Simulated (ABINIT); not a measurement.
# A GW chain in ABINIT: NaCl (Fm-3m)

Wanted: ground state, empty states, screening and self-energy for NaCl (Fm-3m).

Calculated with ABINIT 10.8.3; PBE and many-body steps on it, plane waves.

The database entry behind the starting cell differs from later determinations by our own check (an axis about 0.4 % short against later determinations), so it need not match the best structure at ambient conditions.

## Step 1: Starting point

The structure is cubic, space group Fm-3m (No. 225). The conventional cell has a = 5.620 Å, b = 5.620 Å, c = 5.620 Å, α = 90.00°, β = 90.00°, γ = 90.00°. Nearest to Na lie 6 Cl at 2.81 Å. Cl has 6 Na at 2.81 Å nearest. Farther neighbours and most contacts between anions are not listed.

The cell and positions come from the Crystallography Open Database and are kept as given unless a step says otherwise.

## Step 2: Ground state

This step: ABINIT 10.8.3; DFT, PBE, plane waves, norm-conserving pseudopotentials.

The ground-state density comes first.

The input, run.abi:

```
acell 3*1.0 Angstrom
rprim 
  0.000000000000 2.810000000000 2.810000000000
  2.810000000000 0.000000000000 2.810000000000
  2.810000000000 2.810000000000 0.000000000000
ntypat 2
znucl 11 17
natom 2
typat 1 2
xred 
  0.000000000000 0.000000000000 0.000000000000
  0.500000000000 0.500000000000 0.500000000000
pp_dirpath "pseudos"
pseudos "Na.upf, Cl.upf"
ecut 38
ngkpt 6 6 6
nshiftk 1
shiftk 0 0 0
kptopt 1
chksymbreak 0
nband 13
occopt 1
tolvrs 1e-10
nstep 60
prtwf 0
optforces 0
optstress 0
indata_prefix "in"
outdata_prefix "out"
tmpdata_prefix "tmp"
```

Run with:

```bash
$ OMP_NUM_THREADS=1 mpirun -n 4 abinit run.abi > log
```

Numbers of over 12 decimals in the logs are rounded to 6 here.

Log:

```text
.Version 10.8.3 of ABINIT. v10.8.2 released Aug 2026.

 Symmetries : space group Fm -3 m (#225); Bravais cF (face-center cubic)
================================================================================
 Values of the parameters that define the memory need of the present run
     intxc =       0    ionmov =       0      iscf =       7    lmnmax =       6
     lnmax =       6     mgfft =      45  mpssoang =       3    mqgrid =    3001
     natom =       2  nloc_mem =       1    nspden =       1   nspinor =       1
    nsppol =       1      nsym =      48    n1xccc =    2501    ntypat =       2
    occopt =       1   xclevel =       2
-    mband =          13        mffmem =           1         mkmem =           4
       mpw =        3377          nfft =       91125          nkpt =          16
================================================================================
  Rough estimation (10% accuracy) of disk space for files :
================================================================================

--------------------------------------------------------------------------------
------------- Echo of variables that govern the present computation ------------
--------------------------------------------------------------------------------
 -outvars: echo values of preprocessed input variables --------
            acell      1.8897261259E+00  1.8897261259E+00  1.8897261259E+00 Bohr

      chksymbreak           0
             ecut      3.80000000E+01 Hartree
-          fftalg         312

              ixc     -101130
              kpt      0.00000000E+00  0.00000000E+00  0.00000000E+00
                       1.66666667E-01  0.00000000E+00  0.00000000E+00
                       3.33333333E-01  0.00000000E+00  0.00000000E+00
                       5.00000000E-01  0.00000000E+00  0.00000000E+00
                       1.66666667E-01  1.66666667E-01  0.00000000E+00
                       3.33333333E-01  1.66666667E-01  0.00000000E+00
                       5.00000000E-01  1.66666667E-01  0.00000000E+00
                      -3.33333333E-01  1.66666667E-01  0.00000000E+00
                      -1.66666667E-01  1.66666667E-01  0.00000000E+00
   [... 5 further rows ...]
                      -3.33333333E-01  3.33333333E-01  1.66666667E-01
                      -3.33333333E-01  5.00000000E-01  1.66666667E-01
         kptrlatt        6    0    0      0    6    0      0    0    6
          kptrlen      4.50579507E+01
P           mkmem           4
            natom           2
            nband          13
            ngfft          45      45      45
             nkpt          16
            nstep          60
             nsym          48
           ntypat           2
              occ      2.000000  2.000000  2.000000  2.000000  2.000000  2.000000
                       2.000000  2.000000  0.000000  0.000000  0.000000  0.000000
                       0.000000
        optforces           0
        optstress           0
            prtwf           0
            rprim      0.0000000000E+00  2.8100000000E+00  2.8100000000E+00
[...]
spgroup         225

           tolvrs      1.00000000E-10

             xred      0.0000000000E+00  0.0000000000E+00  0.0000000000E+00
[...]
znucl       11.00000   17.00000

================================================================================

 chkinp: Checking input parameters for consistency.

================================================================================
== DATASET  1 ==================================================================
-   mpi_nproc: 4, omp_nthreads: 1 (-1 if OMP is not activated)

--- !DatasetInfo
iteration_state: {dtset: 1, }
dimensions: {natom: 2, nkpt: 16, mband: 13, nsppol: 1, nspinor: 1, nspden: 1, mpw: 3377, }
cutoff_energies: {ecut:  38.0, pawecutdg:  -1.0, }
electrons: {nelect:   1.60000000E+01, charge:   0.00000000E+00, occopt:   1.00000000E+00, tsmear:   1.00000000E-02, }

 Real(R)+Recip(G) space primitive vectors, cartesian coordinates (Bohr,Bohr^-1):
 R(1)=  0.0000000  5.3101304  5.3101304  G(1)= -0.0941596  0.0941596  0.0941596
 R(2)=  5.3101304  0.0000000  5.3101304  G(2)=  0.0941596 -0.0941596  0.0941596
 R(3)=  5.3101304  5.3101304  0.0000000  G(3)=  0.0941596  0.0941596 -0.0941596
 Unit cell volume ucvol=  2.9946465E+02 bohr^3
 Angles (23,13,12)=  6.00000000E+01  6.00000000E+01  6.00000000E+01 degrees

 getcut: wavevector=  0.0000  0.0000  0.0000  ngfft=  45  45  45
         ecut(hartree)=     38.000   => boxcut(ratio)=   2.11142

--- Pseudopotential description ------------------------------------------------
- Na Generated using ONCVPSP code by D. R. Hamann
- 11.00000   9.00000  171031                  znucl, zion, pspdat
12 -101130 1 -1 1992                          pspcod,pspxc,lmax,lloc,mmax
     nproj     2     2     0
  pspatm : epsatm=    9.36084378
         --- l  ekb(1:nproj) -->
[...]
pspatm: atomic psp has been read  and splines computed

- Cl Generated using ONCVPSP code by D. R. Hamann
- 17.00000   7.00000  171031                  znucl, zion, pspdat
12 -101130 2 -1 1028                          pspcod,pspxc,lmax,lloc,mmax
     nproj     2     2     2
  pspatm : epsatm=    9.12776517
         --- l  ekb(1:nproj) -->
[...]
2   -2.938609   -0.805455
 pspatm: atomic psp has been read  and splines computed

   2.95817743E+02                                ecore*ucvol(ha*bohr**3)
--------------------------------------------------------------------------------

_setup2: Arith. and geom. avg. npw (full set) are    3353.282    3353.266

================================================================================

--- !BeginCycle
iteration_state: {dtset: 1, }
solver: {iscf: 7, nstep: 60, nline: 4, wfoptalg: 0, }
tolerances: {tolvrs: 1.00E-10, }

     iter   Etot(hartree)      deltaE(h)  residm     vres2
 ETOT  1  -62.210141125567    -6.221E+01 1.442E-01 1.103E+02
 ETOT  2  -62.245036518895    -3.490E-02 1.735E-03 9.286E+00
 ETOT  3  -62.246103774477    -1.067E-03 3.238E-04 4.789E-01
 ETOT  4  -62.246123365856    -1.959E-05 5.804E-05 4.443E-02
 ETOT  5  -62.246124953469    -1.588E-06 3.161E-05 2.052E-03
 ETOT  6  -62.246125381955    -4.285E-07 1.100E-05 3.957E-05
 ETOT  7  -62.246125384849    -2.894E-09 4.661E-05 3.905E-07
 ETOT  8  -62.246125384858    -8.711E-12 2.216E-05 1.135E-08
 ETOT  9  -62.246125384855     2.267E-12 7.450E-05 3.136E-11

 At SCF step    9       vres2   =  3.14E-11 < tolvrs=  1.00E-10 =>converged.

--- !ResultsGS
iteration_state: {dtset: 1, }
comment   : Summary of ground state results
lattice_vectors:
- [  0.0000000,   5.3101304,   5.3101304, ]
- [  5.3101304,   0.0000000,   5.3101304, ]
- [  5.3101304,   5.3101304,   0.0000000, ]
lattice_lengths: [   7.50966,    7.50966,    7.50966, ]
lattice_angles: [ 60.000,  60.000,  60.000, ] # degrees, (23, 13, 12)
lattice_volume:   2.9946465E+02
convergence: {deltae:  2.267E-12, res2:  3.136E-11, residm:  7.450E-05, diffor:  0.000E+00, }
etotal    :  -6.22461254E+01
entropy   :   0.00000000E+00
fermie    :  -1.97941144E-02
cartesian_stress_tensor: null
pressure_GPa: null
xred      :
- [  0.0000E+00,   0.0000E+00,   0.0000E+00, Na]
- [  5.0000E-01,   5.0000E-01,   5.0000E-01, Cl]
cartesian_forces: null
force_length_stats: {min: null, max: null, mean: null, }

 Integrated electronic density in atomic spheres:
 ------------------------------------------------
 Atom  Sphere_radius  Integrated_density
    1        2.00000          7.93502278
    2        2.00000          5.09664831
================================================================================

 ----iterations are completed or convergence reached----

 Mean square residual over all n,k,spin=   35.874E-08; max=  74.497E-06
 reduced coordinates (array xred) for    2 atoms
       0.000000000000      0.000000000000      0.000000000000
       0.500000000000      0.500000000000      0.500000000000
 rms dE/dt=  0.0000E+00; max dE/dt=  0.0000E+00; dE/dt below (all hartree)
    1       0.000000000000      0.000000000000      0.000000000000
    2       0.000000000000      0.000000000000      0.000000000000

 cartesian coordinates (angstrom) at end:
    1      0.000000     0.000000     0.000000
    2      2.810000     2.810000     2.810000
 length scales=  1.889726125908  1.889726125908  1.889726125908 bohr
              =  1.000000000000  1.000000000000  1.000000000000 angstroms
 prteigrs : about to open file out_EIG
 Fermi (or HOMO) energy (hartree) =  -0.01979   Average Vxc (hartree)=  -0.30314
 Eigenvalues (hartree) for nkpt=  16  k points:
 kpt#   1, nband= 13, wtk=  0.00463, kpt=  0.0000  0.0000  0.0000 (reduced coord)
  -1.81703   -0.78519   -0.78519   -0.78519   -0.48579   -0.01979   -0.01979   -0.01979
   0.16946    0.38673    0.38673    0.38673    0.46359
 prteigrs : prtvol=0 or 1, do not print more k-points.

--- !EnergyTerms
iteration_state     : {dtset: 1, }
comment             : Components of total free energy in Hartree
kinetic             :  3.34862313071809E+01
hartree             :  2.06310918540452E+01
xc                  : -1.14207246721135E+01
Ewald energy        : -3.45254426906187E+01
psp_core            :  9.87821926770297E-01
local_psp           : -5.87905077046436E+01
non_local_psp       : -1.26145954054759E+01
total_energy        : -6.22461253848553E+01
total_energy_eV     : -1.69380336016306E+03
band_energy         : -9.59497912475699E+00

== END DATASET(S) ==============================================================
================================================================================

 -outvars: echo values of variables after computation  --------
           etotal     -6.2246125385E+01
            nband          13
             nkpt          16
          spgroup         225
 [... the other variables as echoed above ...]

 Calculation completed.
```

Wall time 9.2 s (4 MPI ranks of Arm Neoverse V1, shared host); peak memory 0.34 GiB; 36 s of CPU time.

Numbers from this step:

```yaml
total_energy: -1693.8034 eV
gap: 5.150 eV
k_of_the_valence_top: 0, 0, 0
k_of_the_conduction_bottom: 0, 0, 0
least_direct_gap: 5.150 eV
```

The gap is direct, at Γ.

(Part 1 of 3 ends here.)

[Paths, hosts, dates, memory and timing lines, banners, echoed tables and standing remarks are left out of the program output.]

[Logs are printed without paths, hosts, clocks, repeated set-up lines and the standing remarks that a program may print on its own settings, such as how far it seeks lower states.]

[Runs of the session that timed out or met a known fault of the program may be left out.]

[Hosts, paths, dates, database ids (printed as entryN), source tags and the programs' standing remarks are cut or masked in the printed files.]

[G0W0 gaps are taken among the corrected bands and points alone; a level outside them can change the order at an edge.]

[Where Ansatz stands beside ABINIT at settings called matched, ABINIT's density can come from a denser mesh and the files from another edition; pairs whose starting gaps differed by over 0.03 eV were left out, so agreement reads better than it is.]
